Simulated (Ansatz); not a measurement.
# AlN (P6_3mc): the host for defect calculations, part 2 of 3

Aim: the runs on the perfect crystal AlN (P6_3mc) that a defect calculation needs first.

Ansatz 0.2.0; plane-wave PAW DFT, PBEsol; relaxation of the host's cell and atoms; PAW set soft_1 (the session's first sound run).

So far. Step 3 (Dielectric tensors of the host): The principal values of the electronic dielectric tensor are 4.50, 4.50 and 4.73. The principal values of the static dielectric tensor are 8.20, 8.20 and 9.74.

**4. Defect free supercell relaxed in its symmetry**

This cell, the one that will hold the defects, is built from the relaxed host. Its coarser k-points can move the atoms a little, so it is relaxed from the symmetric sites, as the reference for the test of stability.

This step: plane-wave PAW DFT, PBEsol; relaxation of the defect-free supercell in its symmetry; PAW set soft_1 (Ansatz 0.2.0).

System of this step: AlN (P6_3mc). The cell holds 128 atoms: 64 Al and 64 N. Its edges and angles: a = 14.686 Å, b = 14.686 Å, c = 11.753 Å, α = 125.1°, β = 125.1°, γ = 94.5°.

Contents of pristine.symmetric/input.yaml:

```yaml
crystal:
  lattice:
    - [-9.3408221251, 5.3929260535, 9.9673535922]
    - [9.3408221251, -5.3929260535, 9.9673535922]
    - [3.1136073087, 5.3929261684, -9.9673535922]
  atoms:
    - { symbol: Al, position: [0.2080918742, 0.0414252076, 0.0] }
    - { symbol: Al, position: [0.2080918742, 0.2914252076, 0.25] }
    - { symbol: Al, position: [0.4580918742, 0.0414252076, 0.25] }
    - { symbol: Al, position: [0.4580918742, 0.2914252076, 0.0] }
    - { symbol: Al, position: [0.1664252076, 0.0830918742, 0.25] }
    - { symbol: Al, position: [0.1664252076, 0.3330918742, 0.0] }
    - { symbol: Al, position: [0.4164252076, 0.0830918742, 0.0] }
    - { symbol: Al, position: [0.4164252076, 0.3330918742, 0.25] }
    - { symbol: "N", position: [0.0535747924, 0.1369081258, 0.25] }
    - { symbol: "N", position: [0.0535747924, 0.3869081258, 0.0] }
    - { symbol: "N", position: [0.3035747924, 0.1369081258, 0.0] }
    - { symbol: "N", position: [0.3035747924, 0.3869081258, 0.25] }
    - { symbol: "N", position: [0.0119081258, 0.1785747924, 0.0] }
    - { symbol: "N", position: [0.0119081258, 0.4285747924, 0.25] }
    - { symbol: "N", position: [0.2619081258, 0.1785747924, 0.25] }
    - { symbol: "N", position: [0.2619081258, 0.4285747924, 0.0] }
    - { symbol: Al, position: [0.2080918742, 0.0414252076, 0.5] }
    - { symbol: Al, position: [0.2080918742, 0.2914252076, 0.75] }
    - { symbol: Al, position: [0.4580918742, 0.0414252076, 0.75] }
    - { symbol: Al, position: [0.4580918742, 0.2914252076, 0.5] }
    - { symbol: Al, position: [0.1664252076, 0.0830918742, 0.75] }
    - { symbol: Al, position: [0.1664252076, 0.3330918742, 0.5] }
    - { symbol: Al, position: [0.4164252076, 0.0830918742, 0.5] }
    - { symbol: Al, position: [0.4164252076, 0.3330918742, 0.75] }
    - { symbol: "N", position: [0.0535747924, 0.1369081258, 0.75] }
    - { symbol: "N", position: [0.0535747924, 0.3869081258, 0.5] }
    - { symbol: "N", position: [0.3035747924, 0.1369081258, 0.5] }
    - { symbol: "N", position: [0.3035747924, 0.3869081258, 0.75] }
    - { symbol: "N", position: [0.0119081258, 0.1785747924, 0.5] }
    - { symbol: "N", position: [0.0119081258, 0.4285747924, 0.75] }
    - { symbol: "N", position: [0.2619081258, 0.1785747924, 0.75] }
    - { symbol: "N", position: [0.2619081258, 0.4285747924, 0.5] }
    - { symbol: Al, position: [0.2080918742, 0.5414252076, 0.0] }
    - { symbol: Al, position: [0.2080918742, 0.7914252076, 0.25] }
    - { symbol: Al, position: [0.4580918742, 0.5414252076, 0.25] }
    - { symbol: Al, position: [0.4580918742, 0.7914252076, 0.0] }
    - { symbol: Al, position: [0.1664252076, 0.5830918742, 0.25] }
    - { symbol: Al, position: [0.1664252076, 0.8330918742, 0.0] }
    - { symbol: Al, position: [0.4164252076, 0.5830918742, 0.0] }
    - { symbol: Al, position: [0.4164252076, 0.8330918742, 0.25] }
    - { symbol: "N", position: [0.0535747924, 0.6369081258, 0.25] }
    - { symbol: "N", position: [0.0535747924, 0.8869081258, 0.0] }
    - { symbol: "N", position: [0.3035747924, 0.6369081258, 0.0] }
    - { symbol: "N", position: [0.3035747924, 0.8869081258, 0.25] }
    - { symbol: "N", position: [0.0119081258, 0.6785747924, 0.0] }
    - { symbol: "N", position: [0.0119081258, 0.9285747924, 0.25] }
    - { symbol: "N", position: [0.2619081258, 0.6785747924, 0.25] }
    - { symbol: "N", position: [0.2619081258, 0.9285747924, 0.0] }
    - { symbol: Al, position: [0.2080918742, 0.5414252076, 0.5] }
    - { symbol: Al, position: [0.2080918742, 0.7914252076, 0.75] }
    - { symbol: Al, position: [0.4580918742, 0.5414252076, 0.75] }
    - { symbol: Al, position: [0.4580918742, 0.7914252076, 0.5] }
    - { symbol: Al, position: [0.1664252076, 0.5830918742, 0.75] }
    - { symbol: Al, position: [0.1664252076, 0.8330918742, 0.5] }
    - { symbol: Al, position: [0.4164252076, 0.5830918742, 0.5] }
    - { symbol: Al, position: [0.4164252076, 0.8330918742, 0.75] }
    - { symbol: "N", position: [0.0535747924, 0.6369081258, 0.75] }
    - { symbol: "N", position: [0.0535747924, 0.8869081258, 0.5] }
    - { symbol: "N", position: [0.3035747924, 0.6369081258, 0.5] }
    - { symbol: "N", position: [0.3035747924, 0.8869081258, 0.75] }
    - { symbol: "N", position: [0.0119081258, 0.6785747924, 0.5] }
    - { symbol: "N", position: [0.0119081258, 0.9285747924, 0.75] }
    - { symbol: "N", position: [0.2619081258, 0.6785747924, 0.75] }
    - { symbol: "N", position: [0.2619081258, 0.9285747924, 0.5] }
    - { symbol: Al, position: [0.7080918742, 0.0414252076, 0.0] }
    - { symbol: Al, position: [0.7080918742, 0.2914252076, 0.25] }
    - { symbol: Al, position: [0.9580918742, 0.0414252076, 0.25] }
    - { symbol: Al, position: [0.9580918742, 0.2914252076, 0.0] }
    - { symbol: Al, position: [0.6664252076, 0.0830918742, 0.25] }
    - { symbol: Al, position: [0.6664252076, 0.3330918742, 0.0] }
    - { symbol: Al, position: [0.9164252076, 0.0830918742, 0.0] }
    - { symbol: Al, position: [0.9164252076, 0.3330918742, 0.25] }
    - { symbol: "N", position: [0.5535747924, 0.1369081258, 0.25] }
    - { symbol: "N", position: [0.5535747924, 0.3869081258, 0.0] }
    - { symbol: "N", position: [0.8035747924, 0.1369081258, 0.0] }
    - { symbol: "N", position: [0.8035747924, 0.3869081258, 0.25] }
    - { symbol: "N", position: [0.5119081258, 0.1785747924, 0.0] }
    - { symbol: "N", position: [0.5119081258, 0.4285747924, 0.25] }
    - { symbol: "N", position: [0.7619081258, 0.1785747924, 0.25] }
    - { symbol: "N", position: [0.7619081258, 0.4285747924, 0.0] }
    - { symbol: Al, position: [0.7080918742, 0.0414252076, 0.5] }
    - { symbol: Al, position: [0.7080918742, 0.2914252076, 0.75] }
    - { symbol: Al, position: [0.9580918742, 0.0414252076, 0.75] }
    - { symbol: Al, position: [0.9580918742, 0.2914252076, 0.5] }
    - { symbol: Al, position: [0.6664252076, 0.0830918742, 0.75] }
    - { symbol: Al, position: [0.6664252076, 0.3330918742, 0.5] }
    - { symbol: Al, position: [0.9164252076, 0.0830918742, 0.5] }
    - { symbol: Al, position: [0.9164252076, 0.3330918742, 0.75] }
    - { symbol: "N", position: [0.5535747924, 0.1369081258, 0.75] }
    - { symbol: "N", position: [0.5535747924, 0.3869081258, 0.5] }
    - { symbol: "N", position: [0.8035747924, 0.1369081258, 0.5] }
    - { symbol: "N", position: [0.8035747924, 0.3869081258, 0.75] }
    - { symbol: "N", position: [0.5119081258, 0.1785747924, 0.5] }
    - { symbol: "N", position: [0.5119081258, 0.4285747924, 0.75] }
    - { symbol: "N", position: [0.7619081258, 0.1785747924, 0.75] }
    - { symbol: "N", position: [0.7619081258, 0.4285747924, 0.5] }
    - { symbol: Al, position: [0.7080918742, 0.5414252076, 0.0] }
    - { symbol: Al, position: [0.7080918742, 0.7914252076, 0.25] }
    - { symbol: Al, position: [0.9580918742, 0.5414252076, 0.25] }
    - { symbol: Al, position: [0.9580918742, 0.7914252076, 0.0] }
    - { symbol: Al, position: [0.6664252076, 0.5830918742, 0.25] }
    - { symbol: Al, position: [0.6664252076, 0.8330918742, 0.0] }
    - { symbol: Al, position: [0.9164252076, 0.5830918742, 0.0] }
    - { symbol: Al, position: [0.9164252076, 0.8330918742, 0.25] }
    - { symbol: "N", position: [0.5535747924, 0.6369081258, 0.25] }
    - { symbol: "N", position: [0.5535747924, 0.8869081258, 0.0] }
    - { symbol: "N", position: [0.8035747924, 0.6369081258, 0.0] }
    - { symbol: "N", position: [0.8035747924, 0.8869081258, 0.25] }
    - { symbol: "N", position: [0.5119081258, 0.6785747924, 0.0] }
    - { symbol: "N", position: [0.5119081258, 0.9285747924, 0.25] }
    - { symbol: "N", position: [0.7619081258, 0.6785747924, 0.25] }
    - { symbol: "N", position: [0.7619081258, 0.9285747924, 0.0] }
    - { symbol: Al, position: [0.7080918742, 0.5414252076, 0.5] }
    - { symbol: Al, position: [0.7080918742, 0.7914252076, 0.75] }
    - { symbol: Al, position: [0.9580918742, 0.5414252076, 0.75] }
    - { symbol: Al, position: [0.9580918742, 0.7914252076, 0.5] }
    - { symbol: Al, position: [0.6664252076, 0.5830918742, 0.75] }
    - { symbol: Al, position: [0.6664252076, 0.8330918742, 0.5] }
    - { symbol: Al, position: [0.9164252076, 0.5830918742, 0.5] }
    - { symbol: Al, position: [0.9164252076, 0.8330918742, 0.75] }
    - { symbol: "N", position: [0.5535747924, 0.6369081258, 0.75] }
    - { symbol: "N", position: [0.5535747924, 0.8869081258, 0.5] }
    - { symbol: "N", position: [0.8035747924, 0.6369081258, 0.5] }
    - { symbol: "N", position: [0.8035747924, 0.8869081258, 0.75] }
    - { symbol: "N", position: [0.5119081258, 0.6785747924, 0.5] }
    - { symbol: "N", position: [0.5119081258, 0.9285747924, 0.75] }
    - { symbol: "N", position: [0.7619081258, 0.6785747924, 0.75] }
    - { symbol: "N", position: [0.7619081258, 0.9285747924, 0.5] }
basis:
  ecutwfc: 420
  xc_grid: 2
hamiltonian:
  xc: pbesol
  pseudopotentials: { kind: paw, azcp: { folder: soft_1 }, xc_functional: pbe }
kpoints:
  mp_grid: { grid: [1, 1, 1] }
scf:
  occupations: { method: fermi_dirac, width: 0.01 }
  max_iter: 100
  lower_state_search: "off"
output:
  forces: true
relax:
  f_tol: 0.015
  max_steps: 60
  escape_saddle: false
checkpoint:
  write: "../pristine.symmetric.run"
  compress: false
  write_wavefunctions: false
  write_every: 100000
```

Launch:

```bash
ansatz run input.yaml --threads 32 --pin off --max-ram 84787MiB --backend cuda --events-out ev --progress --plain --runs-dir out --max-vram 78GiB
```

Numbers of over 12 decimals in the logs are rounded to 6 here.

Output:

```text
[...]
device memory: the entry about to start is reckoned to put 3.9 GiB on a device that reports 182.5 GiB free (of which the cap on the GPU budget leaves the run 78.0 GiB)
GPU FFT provider: cuFFT
GPU libraries: cuBLAS 13.8.1, cuFFT 12.4.0, cuSOLVER 12.3.2
GPU matrix products: emulated (plane waves: as basis.precision tells), large ones in fixed point in workspaces of 1.00 GiB
Crystal: 128 atoms, lattice volume = 1338.931 Å³
Basis set: ecut = 420 eV, 26161 PW (Γ), exchange–correlation on 200×200×160 points (8 copies of the dense FFT grid, shifted against one another)
Bands: 384, of which v1, the nominal top of the filled ones, is band 256 counted from 1 (255 counted from 0)
Symmetry: 128 space group operations
[...]
k-points: 1
[...]
GPU buffer pool allocated for 800000 grid points (all kernels)
GPU transforms: local potential and band sums: pruned to the plane-wave sphere, on 100×100×80
[...]
SCF iter   1: F=—  HF=-58067.939408 eV  |Δ(HF+E_count)|=         —  Δρ=1.31e-1  dr2=2.81e2  Hψ=1704
[...]
SCF iter   7: F=-57980.541176 eV  HF=-57980.541176 eV  |Δ(HF+E_count)|=   7.77e-6  Δρ=4.87e-6  dr2=2.40e-7  Hψ=900
SCF 1 converged in 7 iterations: F = -57980.541176 eV  dr2 = 2.40e-7
[...]
relax step   1: F+E_penalty+E_count = -57980.54117604 eV  Δ(F+E_penalty+E_count) = +0.000e0 eV  max|allowed force component| = 1.549e-2 eV/Å  Δτ_max = 0.0000 Å  (7 SCF iters, dr2 threshold 5.63e-6 eV, accepted)
[...]
SCF iter   6: F=-57980.542222 eV  HF=-57980.542222 eV  |Δ(HF+E_count)|=  6.40e-10  Δρ=5.66e-8  dr2=3.00e-11  Hψ=651
SCF 2 converged in 6 iterations: F = -57980.542222 eV  dr2 = 3.00e-11
relax step   2: F+E_penalty+E_count = -57980.54222247 eV  Δ(F+E_penalty+E_count) = -1.046e-3 eV  max|allowed force component| = 1.057e-2 eV/Å  Δτ_max = 0.0013 Å  (6 SCF iters, accepted)
SCF converged after 6 iterations
Free energy (F): -57980.542222 eV
[...]
Internal energy: -57980.542222 eV  (E = F + TS)
E sigma→0 (E₀):  -57980.542222 eV
Fermi energy:    9.092940 eV
[...]
--- Forces (eV/Å), atoms counted from 1 ---
  atom   1  Al    -0.00464506     0.00268183    -0.01056901
  atom   2  Al    -0.00464506     0.00268183    -0.01056901
  atom   3  Al    -0.00464506     0.00268183    -0.01056901
  atom   4  Al    -0.00464506     0.00268183    -0.01056901
  atom   5  Al     0.00464506    -0.00268183    -0.01056901
  atom   6  Al     0.00464506    -0.00268183    -0.01056901
  [... 122 more lines of this table ...]
  max |Σ_I F_I| component: 2.20e-6 eV/Å
--- Relaxed structure (2 steps of the walk, 2 accepted, 0 SCFs on fresh bases) ---
  F+E_penalty+E_count = -57980.54222247 eV   max|allowed force component| = 1.057e-2 eV/Å
  atoms:
    - { symbol: Al, position: [0.208036, 0.041466, -2.7755575615628914e-17] }
    - { symbol: Al, position: [0.208036, 0.291466, 0.250000] }
    - { symbol: Al, position: [0.458036, 0.041466, 0.250000] }
    - { symbol: Al, position: [0.458036, 0.291466, -6.938893903907228e-17] }
    - { symbol: Al, position: [0.166466, 0.083036, 0.250000] }
    - { symbol: Al, position: [0.166466, 0.333036, 2.7755575615628914e-17] }
  [... 122 more lines of this table ...]
```

Run time: 2 s. Hardware: 1 × NVIDIA GB200 with 32 threads of Arm Neoverse V2, shared host; peak memory 1.3 GiB; 6.7 s of CPU time.

No atom moved by 0.005 Å in the relaxation.

**5. Defect free supercell relaxed from displaced atoms**

This step: plane-wave PAW DFT, PBEsol; relaxation of the defect-free supercell from random displacements, a test of the host's stability; PAW set soft_1 (Ansatz 0.2.0).

pristine.rattled/input.yaml, as its differences from pristine.symmetric/input.yaml of step 4:

```diff
@@ -150,6 +150,6 @@
   f_tol: 0.015
-  max_steps: 60
-  escape_saddle: false
+  max_steps: 120
+  random_displacement: { amplitude: 0.06, seed: 1972 }
 checkpoint:
-  write: "../pristine.symmetric.run"
+  write: "../pristine.rattled.run"
   compress: false
```

Output:

```text
[...]
Crystal: 128 atoms, lattice volume = 1338.931 Å³
Basis set: ecut = 420 eV, 26161 PW (Γ), exchange–correlation on 200×200×160 points (8 copies of the dense FFT grid, shifted against one another)
Bands: 384, of which v1, the nominal top of the filled ones, is band 256 counted from 1 (255 counted from 0)
Symmetry: 1 space group operations
k-points: 1
[...]
SCF iter   1: F=—  HF=-58064.586552 eV  |Δ(HF+E_count)|=         —  Δρ=1.32e-1  dr2=2.85e2  Hψ=1657
[...]
SCF iter   2: F=—  HF=-57980.562416 eV  |Δ(HF+E_count)|=    8.40e1  Δρ=4.53e-2  dr2=1.56e1  Hψ=862
[...]
SCF iter   7: F=-57975.936833 eV  HF=-57975.936833 eV  |Δ(HF+E_count)|=   2.21e-6  Δρ=1.44e-5  dr2=2.64e-6  Hψ=1153
SCF 1 converged in 7 iterations: F = -57975.936833 eV  dr2 = 2.64e-6
[...]
relax step   1: F+E_penalty+E_count = -57975.93683258 eV  Δ(F+E_penalty+E_count) = +0.000e0 eV  max|allowed force component| = 2.455e0 eV/Å  Δτ_max = 0.0000 Å  (7 SCF iters, dr2 threshold 5.63e-6 eV, accepted)
[...]
relax step   2: F+E_penalty+E_count = -57979.10685165 eV  Δ(F+E_penalty+E_count) = -3.170e0 eV  max|allowed force component| = 1.325e0 eV/Å  Δτ_max = 0.0569 Å  (6 SCF iters, dr2 threshold 1.00e-4 eV, accepted)
relax step   3: F+E_penalty+E_count = -57980.54224463 eV  Δ(F+E_penalty+E_count) = -1.435e0 eV  max|allowed force component| = 2.172e-2 eV/Å  Δτ_max = 0.0537 Å  (6 SCF iters, dr2 threshold 1.00e-4 eV, accepted)
relax step   4: F+E_penalty+E_count = -57980.54224866 eV  Δ(F+E_penalty+E_count) = -4.034e-6 eV  max|allowed force component| = 2.171e-2 eV/Å  Δτ_max = 0.0000 Å  (4 SCF iters, accepted)
relax step   5: F+E_penalty+E_count = -57980.53547420 eV  Δ(F+E_penalty+E_count) = +6.774e-3 eV  max|allowed force component| = 4.414e-2 eV/Å  Δτ_max = 0.0067 Å  (6 SCF iters, rejected (line search))
[...]
SCF iter   1: F=—  HF=-57980.546121 eV  |Δ(HF+E_count)|=         —  Δρ=7.26e-4  dr2=8.20e-3  Hψ=719
[...]
SCF iter   6: F=-57980.542666 eV  HF=-57980.542666 eV  |Δ(HF+E_count)|=   6.32e-9  Δρ=1.65e-6  dr2=2.97e-8  Hψ=900
SCF 6 converged in 6 iterations: F = -57980.542666 eV  dr2 = 2.97e-8
[...]
relax step   6: F+E_penalty+E_count = -57980.54266611 eV  Δ(F+E_penalty+E_count) = -4.174e-4 eV  max|allowed force component| = 4.821e-3 eV/Å  Δτ_max = 0.0020 Å  (6 SCF iters, accepted)
SCF converged after 6 iterations
Free energy (F): -57980.542666 eV
[...]
Internal energy: -57980.542666 eV  (E = F + TS)
E sigma→0 (E₀):  -57980.542666 eV
Fermi energy:    9.094448 eV
[...]
--- Forces (eV/Å), atoms counted from 1 ---
  atom   1  Al    -0.00140318     0.00259436     0.00071217
  atom   2  Al    -0.00135547     0.00224111     0.00103407
  atom   3  Al     0.00101873    -0.00185097     0.00029564
  atom   4  Al    -0.00031935     0.00291190     0.00127577
  atom   5  Al    -0.00260514     0.00006013    -0.00166997
  atom   6  Al    -0.00146333     0.00023473    -0.00268411
  [... 122 more lines of this table ...]
  max |Σ_I F_I| component: 1.13e-5 eV/Å
--- Relaxed structure (6 steps of the walk, 5 accepted, 0 SCFs on fresh bases) ---
  F+E_penalty+E_count = -57980.54266611 eV   max|allowed force component| = 4.821e-3 eV/Å
  atoms:
    - { symbol: Al, position: [0.208488, 0.041794, 0.000704] }
    - { symbol: Al, position: [0.208483, 0.291800, 0.250713] }
    - { symbol: Al, position: [0.458497, 0.041792, 0.250718] }
    - { symbol: Al, position: [0.458480, 0.291798, 0.000705] }
    - { symbol: Al, position: [0.166939, 0.083360, 0.250717] }
    - { symbol: Al, position: [0.166959, 0.333367, 0.000733] }
  [... 122 more lines of this table ...]
```

It took 5 s on 1 × NVIDIA GB200 with 32 threads; peak memory 1.3 GiB.

The steps of the relaxation:

```
step  energy less that of the first step (eV)  largest force component (eV/Å)
   1                                   0.0000                          2.4554
   2                                  -3.1700                          1.3245
   3                                  -4.6054                          0.0217
   4                                  -4.6054                          0.0217
   5                                  -4.5986                          0.0441
   6                                  -4.6058                          0.0048
```

Relaxation step 5 was tried and not accepted.

The relaxation ends 36 meV an atom lower than the displaced start, with a largest force component of 0.0048 eV/Å.

**6. Host on a dense mesh**

This step: plane-wave PAW DFT, PBEsol; single point of the defect-free host, a test of the k-point sampling; PAW set soft_1 (Ansatz 0.2.0).

System of this step: AlN (P6_3mc). It takes space group P6_3mc (No. 186, hexagonal). Conventional cell: a = 3.114 Å, b = 3.114 Å, c = 4.984 Å, α = 90.00°, β = 90.00°, γ = 120.00°. Nearest to Al lie 4 N at 1.89 to 1.90 Å. Nearest to N lie 4 Al at 1.89 to 1.90 Å. Farther neighbours and most contacts between anions are not listed.

Contents of dense/input.yaml:

```yaml
crystal:
  lattice:
    - [3.1136073585, 2.87e-08, 0.0]
    - [-1.5568037041, 2.6964630555, 0.0]
    - [0.0, 0.0, 4.9836767961]
  atoms:
    - { symbol: Al, position: [0.6666666667, 0.3333333333, 0.4990341637] }
    - { symbol: Al, position: [0.3333333333, 0.6666666667, 0.9990341637] }
    - { symbol: "N", position: [0.6666666667, 0.3333333333, 0.8809658363] }
    - { symbol: "N", position: [0.3333333333, 0.6666666667, 0.3809658363] }
basis:
  ecutwfc: 420
  xc_grid: 2
hamiltonian:
  xc: pbesol
  pseudopotentials: { kind: paw, azcp: { folder: soft_1 }, xc_functional: pbe }
kpoints:
  mp_grid: { grid: [10, 10, 6] }
scf:
  occupations: { method: fermi_dirac, width: 0.01 }
  max_iter: 100
  lower_state_search: "off"
checkpoint:
  write: "../dense.run"
  compress: false
  write_wavefunctions: false
  write_every: 100000
```

Output:

```text
[...]
GPU FFT provider: cuFFT
GPU libraries: cuBLAS 13.8.1, cuFFT 12.4.0, cuSOLVER 12.3.2
[...]
Crystal: 4 atoms, lattice volume = 41.842 Å³
Basis set: ecut = 420 eV, 809 PW (Γ), exchange–correlation on 48×48×72 points (8 copies of the dense FFT grid, shifted against one another)
Bands: 12, of which v1, the nominal top of the filled ones, is band 8 counted from 1 (7 counted from 0)
Symmetry: 12 space group operations
[...]
k-points: 56 of 600 (time reversal used)
[...]
GPU buffer pool allocated for 20736 grid points (all kernels)
[...]
SCF iter   1: F=—  HF=-1814.635047 eV  |Δ(HF+E_count)|=         —  Δρ=1.30e-1  dr2=8.74e0  Hψ=4193
[...]
SCF iter   6: F=-1811.925428 eV  HF=-1811.925428 eV  |Δ(HF+E_count)|=   6.65e-8  Δρ=5.92e-6  dr2=1.40e-8  Hψ=1355
SCF 1 converged in 6 iterations: F = -1811.925428 eV  dr2 = 1.40e-8
[...]
SCF converged after 6 iterations
Free energy (F): -1811.925428 eV
[...]
Internal energy: -1811.925428 eV  (E = F + TS)
E sigma→0 (E₀):  -1811.925428 eV
Fermi energy:    9.081922 eV
[...]
```

Wall time 0.96 s (1 × NVIDIA GB200 with 32 threads); peak memory 0.99 GiB; 2.4 s of CPU time.

[end of part 2 of 3]

[Logs are printed without paths, hosts, clocks, repeated set-up lines and the standing remarks that a program may print on its own settings, such as how far it seeks lower states.]

[Hosts, paths, dates, database ids (printed as entryN), source tags and the programs' standing remarks are cut or masked in the printed files.]

[Runs of the host that timed out are not shown.]

[For some hosts the program warned that the k-mesh of the response run may be too coarse for force constants and the static dielectric constant; such warnings are not always shown.]
